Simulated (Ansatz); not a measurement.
The elements of this relaxed crystal are hidden behind letters.

```
lattice vectors (Å)
   3.3143    0.0000    0.0000
  -1.6571    2.8703    0.0000
   0.0000    0.0000    4.1869
fractional positions
X 0.3333 0.6667 0.7500
X 0.6667 0.3333 0.2500
Z 0.3333 0.6667 0.2500
Z 0.6667 0.3333 0.7500
```

Method: Ansatz, DFT PBE, scalar-relativistic, plane waves, PAW. The final run on the 4-atom cell used 420 eV, a Γ-centred 12×12×6 mesh, 0.02 eV smearing and no spin polarisation.

- Space group: P6_3/mmc (No. 194)
- Conventional cell: a = 3.314 Å, c = 4.187 Å
- Volume per atom: 9.96 Å³
- Density: 3.42 g/cm³
- Formation energy: −1.255 eV/atom
- Gap on the 12×12×6 mesh of the 4-atom cell: 3.25 eV

Energies are uncorrected and count from the elements' standard states at the same level.

Q: X is a p-block element of period 3 and Z is a p-block element of period 2. Which elements are they?

A: X = Al, Z = N, so the formula is AlN. Density times volume gives a mean mass of 3.42 × 9.96/1.6605 = 20.5 u per atom, and this set has 20.5 u. Among the elements that the hints allow, noble gases aside, only these give it. Around Al lie 3 N at 1.91 Å and 2 N at 2.09 Å; around N lie 3 Al at 1.91 Å and 2 Al at 2.09 Å.

Kohn–Sham gaps at this level usually fall short of measured ones. A structure relaxed within its symmetry needn't be a true minimum. Another cell of AlN relaxed alike, in P6_3mc (a cell as deposited in COD), lies 114 meV/atom lower, so this cell isn't the stable form at this level.
